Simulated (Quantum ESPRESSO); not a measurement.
Ba: phonons at H under several settings

```xyz
1
Lattice="-2.5065 2.5065 2.5065 2.5065 -2.5065 2.5065 2.5065 2.5065 -2.5065" Properties=species:S:1:pos:R:3 pbc="T T T"
Ba    0.0000    0.0000    0.0000
```

All runs used Quantum ESPRESSO 7.5; k mesh 8 × 8 × 8; relaxed cell; no spin polarisation; cutoff 599 eV; occupations cold, width 0.2 eV.

```tsv
level	potentials	volume (Å³/atom)	frequencies (cm⁻¹)
LDA	PseudoDojo 0.4.1 SR LDA standard	54.41	77 77 77
PBE	PseudoDojo 0.4.1 SR PBE standard	63.39	75 75 75
PBEsol	PseudoDojo 0.4.1 SR PBEsol standard	?	?
PW91	PseudoDojo 0.4.1 SR PBE standard	62.51	75 75 75
revPBE	PseudoDojo 0.4.1 SR PBE standard	66.99	74 74 74
WC	PseudoDojo 0.4.1 SR PBE standard	58.09	77 77 77
vdW-DF-cx	PseudoDojo 0.4.1 SR PBE standard	58.04	77 77 77
```

**Question.** What stands in the row left open?

**Answer.** Volume 58.57 Å³/atom; frequencies 77 77 77 cm⁻¹.

Caveats: this release of the barium file is off; the potentials were made for another functional, which shifts forces and pressure (some runs).

For the row left open. Caveat: this release of the barium file is off.
